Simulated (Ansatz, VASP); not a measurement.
**Fe in VASP and in Ansatz**

File INCAR:

```
ALGO = Normal ; EDIFF = 1E-7
ENCUT = 520 ; GGA = PE
ISIF = 2 ; ISMEAR = -1
ISPIN = 2 ; LASPH = True
LCHARG = False ; LMAXMIX = 4
LORBIT = 11 ; LREAL = False
LWAVE = False ; MAGMOM = 3
NBANDS = 14 ; NELM = 150
PREC = Accurate ; SIGMA = 0.03
```

KPOINTS

```
k-points
0
Gamma
  17 17 17
```

Contents of POSCAR:

```
Fe
1.0
    0.0000000000      1.8093119432      1.8093119432
    1.8093119432      0.0000000000      1.8093119432
    1.8093119432      1.8093119432      0.0000000000
Fe
1
Direct
    0.0000000000      0.0000000000      0.0000000000
```

Input for Ansatz:

```yaml
crystal:
  lattice:
    - [0.0, 1.8093119432, 1.8093119432]
    - [1.8093119432, 0.0, 1.8093119432]
    - [1.8093119432, 1.8093119432, 0.0]
  atoms:
    - { symbol: Fe, position: [0.0, 0.0, 0.0], spin: 3.0 }
magnetization:
  spin_polarized: true
kpoints:
  mp_grid: { grid: [17, 17, 17] }
scf:
  occupations: { method: fermi_dirac, width: 0.03 }
hamiltonian:
  xc: pbe
  pseudopotentials: { kind: all_electron, lapw: { basis_error: 0.00025 } }
output:
  forces: true
  stress: true
  eigenvalues: true
```

Change from the starting cell: volume scaled by 0.97.

Alike in both runs: task single point; functional PBE; k mesh 17 × 17 × 17; occupations fermi-dirac, width 0.03 eV; collinear spin.

```csv
,VASP,Ansatz
version,VASP 6.6.1,Ansatz 0.2.0
potentials or method,"VASP PAW PBE potentials, release 64 (Fe)","all-electron LAPW, scalar-relativistic"
plane-wave cutoff (eV),520,see its input
```

```csv
,VASP,Ansatz,Ansatz less VASP
pressure (GPa),1.6,1.7,+0.13
net moment per atom (μB),2.53,2.52,-0.002
size of the moment on the site where the two differ most (μB),2.52,2.57,+0.049
```

Site moments also hang on the region over which each program counts them. Ansatz ran all-electron here, so the differences hold the error of VASP's frozen core and of both bases.
